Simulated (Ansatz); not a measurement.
Runs of Ansatz 0.2.0 on MgS. It takes space group F-43m (No. 216, cubic). The conventional cell has a = 5.666 Å, b = 5.666 Å, c = 5.666 Å, α = 90.00°, β = 90.00°, γ = 90.00°. Around S (site symmetry -43m) lie 4 Mg at 2.45 Å. Mg (site symmetry -43m) has 4 S at 2.45 Å as nearest neighbours. The cell comes from a database or a generator and needn't be the stable form of this composition.

```csv
task,level,potentials or basis,spin,cell,k mesh,cutoff (eV),smearing,broadening,mesh quality,gap on the mesh (eV),pressure (GPa)
single point,PBE,Ansatz PAW,off,as given,8 × 8 × 8,420,fermi-dirac 0.05 eV,-,not flagged,(a),0.9
electron localisation function,CAM-B3LYP+D3(BJ)-ATM,Ansatz PAW,off,as given,5 × 5 × 5,420,gaussian 0.05 eV,-,not flagged,7.41,-2.8
electron localisation function,LDA+D4,JTH PAW LDA,"non-collinear, ferromagnetic start",as given,8 × 8 × 8,870,cold 0.05 eV,-,not flagged,3.17,-3.9
relaxation of cell and atoms,PBE+D3(BJ),Ansatz PAW earlier set,off,relaxed from: cell strained at random at fixed volume,8 × 8 × 8,760,fixed,-,not flagged,3.55,0.0
single point,PBE,Ansatz PAW,off,"atoms moved at random, drawn with an rms of 0.05 Å",8 × 8 × 8,420,fermi-dirac 0.05 eV,-,not flagged,3.37,1.1
optical spectrum,r2SCANh+D3(BJ),Ansatz NC,off,as given,4 × 4 × 4,1143,fixed,0.05 eV,coarse,(b),-
```

Q: Fill in the values left out.

A: (a) 3.45; (b) 4.74.

Caveats: some runs use coarse meshes; the dispersion damping was fitted for another functional or another form of the correction (some runs); odd divisions of the mesh miss points on the zone boundary, where band edges often lie, so the gap on the mesh can be too wide (some runs); the PAW data sets come from PBE, with cores solved anew for the run's functional, which leaves a small shift of forces and pressure (some runs); the thresholds are loose for stress (some runs); the starting moments weren't kept (some runs); the plane-wave basis is chosen anew once the cell has moved, so the energies of steps on either side of that aren't comparable (some runs); the potentials were made for another functional, which shifts forces and pressure (some runs).

A k mesh can miss the band edges.
